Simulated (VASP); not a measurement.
# As in VASP: settings compared, part 2 of 2

VASP 6.6.1. Earlier steps stand in the parts before.

## Step 3: Relaxation of cell and atoms, r2SCAN+rVV10

This run uses another cell than the first one, of 117.95 Å³/atom, 1.108 times its volume.

INCAR reads:

```
SYSTEM = As
PREC = Accurate
ENCUT = 600
EDIFF = 1E-6
ISMEAR = 0
SIGMA = 0.03
LREAL = .False.
LASPH = .True.
NELM = 80
ALGO = Normal
ISIF = 3
LWAVE = .False.
LCHARG = .False.
METAGGA = R2SCAN
LMIXTAU = .True.
LUSE_VDW = .True.
IVDW_NL = 2
BPARAM = 11.95
CPARAM = 0.0093
IBRION = 2
NSW = 90
EDIFFG = -0.01
LATTICE_CONSTRAINTS = .TRUE. .TRUE. .FALSE.
KPAR = 2
```

KPOINTS reads:

```
Automatic mesh
0
Gamma
  9 9 1
  0 0 0
```

POSCAR reads:

```
As
1.0
    3.7615938000      0.0000000000      0.0000000000
   -1.8807969000      3.2576357900      0.0000000000
    0.0000000000      0.0000000000     19.2510060700
As
2
Direct
    0.3333333300      0.6666666700      0.4675080300
    0.6666666700      0.3333333300      0.5324919700
```

Potentials or basis: VASP PAW PBE potentials, release 64 (As).

Run with:

```console
$ cat potpaw_PBE.64/As/POTCAR > POTCAR
$ mpirun -np 2 vasp_std > vasp.out
```

OUTCAR:

```text
SYSTEM = As
   PREC = Accurate
   ENCUT = 600
   EDIFF = 1E-6
   ISMEAR = 0
   LREAL = .False.
   LASPH = .True.
   NELM = 80
   ISIF = 3
   METAGGA = R2SCAN
   IVDW_NL = 2
   BPARAM = 11.95
   IBRION = 2
   NSW = 90
   EDIFFG = -0.01

 ion  position               nearest neighbor table
   1  0.333  0.667  0.468-   2 2.51   2 2.51   2 2.51
   2  0.667  0.333  0.532-   1 2.51   1 2.51   1 2.51

  LATTYP: Found a hexagonal cell.
 ALAT       =     3.7615938000
 C/A-ratio  =     5.1177790834

  Lattice vectors:

 A1 = (   3.7615938000,   0.0000000000,   0.0000000000)
 A2 = (  -1.8807969000,   3.2576357900,   0.0000000000)
 A3 = (   0.0000000000,   0.0000000000,  19.2510060700)

Analysis of symmetry for initial positions (statically):
=====================================================================
 Subroutine PRICEL returns:
 Original cell was already a primitive cell.

 Routine SETGRP: Setting up the symmetry group for a
 hexagonal supercell.

 Subroutine GETGRP returns: Found 12 space group operations
 (whereof 12 operations were pure point group operations)
 out of a pool of 24 trial point group operations.

The static configuration has the point symmetry D_3d.

Analysis of symmetry for dynamics (positions and initial velocities):
=====================================================================
 Subroutine PRICEL returns:
 Original cell was already a primitive cell.

 Routine SETGRP: Setting up the symmetry group for a
 hexagonal supercell.

 Subroutine GETGRP returns: Found 12 space group operations
 (whereof 12 operations were pure point group operations)
 out of a pool of 24 trial point group operations.

The dynamic configuration has the point symmetry D_3d.

 Subroutine INISYM returns: Found 12 space group operations
 (whereof 12 operations are pure point group operations),
 and found     1 'primitive' translations

----------------------------------------------------------------------------------------

                                     Primitive cell

  volume of cell :     235.9000

  direct lattice vectors                    reciprocal lattice vectors
     3.761593800  0.000000000  0.000000000     0.265844760  0.153485544  0.000000000
    -1.880796900  3.257635790  0.000000000     0.000000000  0.306971087  0.000000000
     0.000000000  0.000000000 19.251006070     0.000000000  0.000000000  0.051945337

  length of vectors
     3.761593800  3.761593800 19.251006070     0.306971087  0.306971087  0.051945337

  position of ions in fractional coordinates (direct lattice)
     0.333333330  0.666666670  0.467508030
     0.666666670  0.333333330  0.532491970

  ion indices of the primitive-cell ions
   primitive index   ion index
                 1           1
                 2           2

----------------------------------------------------------------------------------------

 KPOINTS: Automatic mesh

Automatic generation of k-mesh.
 Grid dimensions read from file:
 generate k-points for:    9    9    1

 Generating k-lattice:

  Cartesian coordinates                     Fractional coordinates (reciprocal lattice)
     0.029538307  0.017053949  0.000000000     0.111111111  0.000000000  0.000000000
     0.000000000  0.034107899  0.000000000     0.000000000  0.111111111  0.000000000
     0.000000000  0.000000000  0.051945337     0.000000000  0.000000000  1.000000000

  Length of vectors
     0.034107899  0.034107899  0.051945337

  Shift w.r.t. Gamma in fractional coordinates (k-lattice)
     0.000000000  0.000000000  0.000000000

 Subroutine IBZKPT returns following result:
 ===========================================

 Found     12 irreducible k-points:

 Following reciprocal coordinates:
            Coordinates               Weight
  0.000000  0.000000  0.000000      1.000000
  0.111111 -0.000000  0.000000      6.000000
  0.222222  0.000000  0.000000      6.000000
  0.333333  0.000000  0.000000      6.000000
  0.444444  0.000000  0.000000      6.000000
  0.111111  0.111111  0.000000      6.000000
  0.222222  0.111111  0.000000     12.000000
  0.333333  0.111111  0.000000     12.000000
  0.444444  0.111111  0.000000      6.000000
  0.222222  0.222222  0.000000      6.000000
  0.333333  0.222222  0.000000     12.000000
  0.333333  0.333333  0.000000      2.000000
   k-points           NKPTS =     12   k-points in BZ     NKDIM =     12   number of bands    NBANDS=      9
   number of dos      NEDOS =    301   number of ions     NIONS =      2
   total plane-waves  NPLWV = 144000
   dimension x,y,z NGX =    30 NGY =   30 NGZ =  160
   dimension x,y,z NGXF=    60 NGYF=   60 NGZF=  320
   ions per type =               2
   NGX,Y,Z   is equivalent  to a cutoff of  13.26, 13.26, 13.82 a.u.
   NGXF,Y,Z  is equivalent  to a cutoff of  26.52, 26.52, 27.63 a.u.
 SYSTEM =  As
   PREC   = accura    normal or accurate (medium, high low for compatibility)
   ISTART =      0    job   : 0-new  1-cont  2-samecut
   ICHARG =      2    charge: 1-file 2-atom 10-const
   ISPIN  =      1    spin polarized calculation?
   LNONCOLLINEAR =      F non collinear calculations
   LSORBIT =      F    spin-orbit coupling
   LASPH  =      T    aspherical Exc in radial PAW
   ENCUT  =  600.0 eV  44.10 Ry    6.64 a.u.   7.51  7.51 38.45*2*pi/ulx,y,z
   NELM   =     80;   NELMIN=  2; NELMDL= -5     # of ELM steps
   EDIFF  = 0.1E-05   stopping-criterion for ELM
   LREAL  =      F    real-space projection
   EDIFFG = -.1E-01   stopping-criterion for IOM
   NSW    =     90    number of steps for IOM
   IBRION =      2    ionic relax: 0-MD 1-quasi-New 2-CG
   NFREE  =      1    steps in history (QN), initial steepest desc. (CG)
   ISIF   =      3    stress and relaxation
   ISYM   =      2    0-nonsym 1-usesym 2-fastsym
   POTIM  = 0.5000    time-step for ionic-motion
   TEBEG  =    0.0;   TEEND  =   0.0 temperature during run
   PSTRESS=    0.0 pullay stress
   NELECT =      10.0000    total number of electrons
   NUPDOWN=      -1.0000    fix difference up-down
   EMIN   =  10.00;   EMAX   =-10.00  energy-range for DOS
   EFERMI =   0.00;   METHOD = LEGACY
   ISMEAR =     0;   SIGMA  =   0.03  broadening in eV -4-tet -1-fermi 0-gaus
   EFERMI_NEDOS =   21; number of points for ismear=-14 and -15
   IALGO  =     38    algorithm
   IMIX   =      4    mixing-type and parameters
     AMIX     =   0.40;   BMIX     =  1.00
     AMIX_MAG =   1.60;   BMIX_MAG =  1.00
  volume/ion in A,a.u.               =     117.95       795.97
  Fermi-wavevector in a.u.,A,eV,Ry     =   0.570820  1.078693  4.433255  0.325835
  Thomas-Fermi vector in A             =   1.611029
   LORBIT       =      0    0 simple, 1 ext, 2 COOP (PROOUT), +10 PAW based schemes
   METAGGA = R2SCAN    functional components
   LHFCALC =     F    Hartree Fock is set to
   AEXX    =    0.0000 exact exchange contribution
   IVDW_NL    =     2    kernel type
   BPARAM     =11.9500
   IVDW    =     0    specifies the selected vdW correction
   LEPSILON=     F    determine dielectric tensor
   LRPA    =     F    only Hartree local field effects (RPA)
 conjugate gradient relaxation of ions
 non-spin polarized calculation
 Gauss-broadening in eV      SIGMA  =   0.03
  energy-cutoff  :      600.00
  volume of cell :      235.90
 maximum number of plane-waves:      7919
 NGX is ok and might be reduce to    30
   NGX = 15   NGY = 15   NGZ = 77

--------------------------------------- Ionic step        1  -------------------------------------------

 number of electron      10.0000000 magnetization

 Free energy of the ion-electron system (eV)
  ---------------------------------------------------
  ext. energy  EPLUGINS =         0.00000000
  ---------------------------------------------------
  free energy    TOTEN  =       -28.82292946 eV

  energy without entropy =      -28.82292946  energy(sigma->0) =      -28.82292946

------------------------ aborting loop because EDIFF is reached ----------------------------------------

  FORCE on cell =-STRESS in cart. coord.  units (eV):
  Direction    XX          YY          ZZ          XY          YZ          ZX
  --------------------------------------------------------------------------------------
  -------------------------------------------------------------------------------------
  Total       -1.9406337     -1.9406337      1.2237192      0.0000000      0.0000000      0.0000000
  in kB      -13.1803306    -13.1803306      8.3112148      0.0000000      0.0000000      0.0000000
  external PRESSURE =      -6.0164821 kB  Pullay stress =       0.0000000 kB
[... 201 lines left out ...]
  energy  without entropy=      -28.9965326528  energy(sigma->0) =      -28.99653265

--------------------------------------- Ionic step        7  -------------------------------------------

 number of electron      10.0000001 magnetization

 Free energy of the ion-electron system (eV)
  ---------------------------------------------------
  ext. energy  EPLUGINS =         0.00000000
  ---------------------------------------------------
  free energy    TOTEN  =       -28.99657423 eV

  energy without entropy =      -28.99657423  energy(sigma->0) =      -28.99657423

 E-fermi :  -3.5246     XC(G=0):  -2.6722

 val. band max:       -3.6701782505   @ k =   0.0000   0.0000   0.0000
 cond. band min:      -1.7515453716   @ k =   0.3333   0.0000   0.0000
 fundamental gap:      1.9186328789
 Fermi energy:        -3.5245689441

 k-point     1 :       0.0000    0.0000    0.0000
  band No.  band energies     occupation
      1     -17.9440      2.00000
      2     -11.0267      2.00000
      3      -4.2257      2.00000
      4      -3.6702      2.00000
      5      -3.6702      2.00000
      6      -1.1343      0.00000
      7       0.1546      0.00000
      8       0.1546      0.00000
      9       1.8334      0.00000
[... 159 lines left out ...]
  FREE ENERGIE OF THE ION-ELECTRON SYSTEM (eV)
  ---------------------------------------------------
  free  energy   TOTEN  =       -28.9965742341 eV

  energy  without entropy=      -28.9965742341  energy(sigma->0) =      -28.99657423

 reached required accuracy - stopping structural energy minimisation
```

It took 40 min on 2 MPI ranks of Intel Xeon 6975P-C (Granite Rapids), shared host; peak memory 0.94 GiB.

Results:

| Property | Result |
| --- | --- |
| Free energy | -28.9966 eV |
| Relaxed volume | 105.87 Å³/atom |
| Relaxed cell | a = 3.564 Å, b = 3.564 Å, c = 19.251 Å, α = 90.00°, β = 90.00°, γ = 120.00° |
| Space group after relaxing (to 0.05 Å) | P-3m1 (No. 164) |
| Energy gained by relaxing | 86.8 meV/atom |
| Ionic steps | 7 |
| Band gap on the k mesh | 1.92 eV, indirect (least direct gap 2.54 eV) |

The path:
| step | energy change (eV) | largest force (eV/Å) | pressure (GPa) | volume (Å³) |
| --- | --- | --- | --- | --- |
| 1 | 0.0000 | 0.9821 | -0.60 | 235.90 |
| 2 | -0.1671 | 0.3638 | 0.06 | 214.33 |
| 3 | -0.1712 | 0.2504 | 0.20 | 210.79 |
| 4 | -0.1711 | 0.2351 | 0.23 | 210.31 |
| 5 | -0.1717 | 0.2229 | -0.16 | 212.30 |
| 6 | -0.1736 | 0.0132 | 0.01 | 211.37 |
| 7 | -0.1736 | 0.0007 | 0.00 | 211.74 |

Final structure:
```cif
data_structure
_symmetry_space_group_name_H-M 'P 1'
_symmetry_Int_Tables_number 1
_cell_length_a 3.5637
_cell_length_b 3.5637
_cell_length_c 19.2510
_cell_angle_alpha 90.000
_cell_angle_beta 90.000
_cell_angle_gamma 120.000
_cell_volume 211.74
loop_
_atom_site_label
_atom_site_type_symbol
_atom_site_fract_x
_atom_site_fract_y
_atom_site_fract_z
_atom_site_occupancy
As1 As 0.33333 0.66667 0.46422 1
As2 As 0.66667 0.33333 0.53578 1
```

Caveat: the PAW data sets were made with another functional, which shifts forces and pressure a little; the volume moved by -10 % from the deposited cell, more than functionals usually miss.

## Step 4: Relaxation of cell and atoms, r2SCAN+rVV10

This run uses another cell than the first one, of 105.87 Å³/atom, 0.995 times its volume.

INCAR, as its differences from that of step 3:

```diff
@@ -3,3 +3,3 @@
 ENCUT = 600
-EDIFF = 1E-6
+EDIFF = 1E-7
 ISMEAR = 0
@@ -21,3 +21,3 @@
 NSW = 90
-EDIFFG = -0.01
+EDIFFG = -0.005
 LATTICE_CONSTRAINTS = .TRUE. .TRUE. .FALSE.
```

KPOINTS is that of step 3.

POSCAR reads:

```
As                                      
1.0
    3.5637295451      0.0000000000      0.0000000000
   -1.7818647726      3.0862803187      0.0000000000
    0.0000000000      0.0000000000     19.2510060700
  As            
     2
Direct
     0.3333333300000021    0.6666666699999979    0.4642215728499833
     0.6666666699999979    0.3333333300000021    0.5357784271500168
```

Run with:

```console
$ cat potpaw_PBE.64/As/POTCAR > POTCAR
$ mpirun -np 2 vasp_std > vasp.out
```

It took 13 min on 2 MPI ranks of Intel Xeon 6975P-C (Granite Rapids), shared host; peak memory 0.82 GiB.

Results (log left out):

```yaml
Free_energy: -28.9962 eV
Band_gap_on_the_k_mesh: 1.92 eV, indirect (least direct gap 2.54 eV)
```

Final structure:
```yaml
crystal:
  lattice:
    - [3.56373, 0.00000, 0.00000]
    - [-1.78186, 3.08628, 0.00000]
    - [0.00000, 0.00000, 19.25101]
  atoms:
    - { symbol: As, position: [0.33333, 0.66667, 0.46422] }
    - { symbol: As, position: [0.66667, 0.33333, 0.53578] }
```

Levels at points of the mesh, in eV from the valence-band top:
```
           k point  band 1  band 2  band 3  band 4  band 5  band 6  band 7  band 8  band 9
(0.00, 0.00, 0.00)  -14.27   -7.36   -0.56    0.00    0.00    2.54    3.82    3.82    5.47
```

Caveat: the relaxation stopped at its first step, so nothing moved; the PAW data sets were made with another functional, which shifts forces and pressure a little. r2SCAN opens gaps a little over a GGA but as a rule still falls short of measured ones.
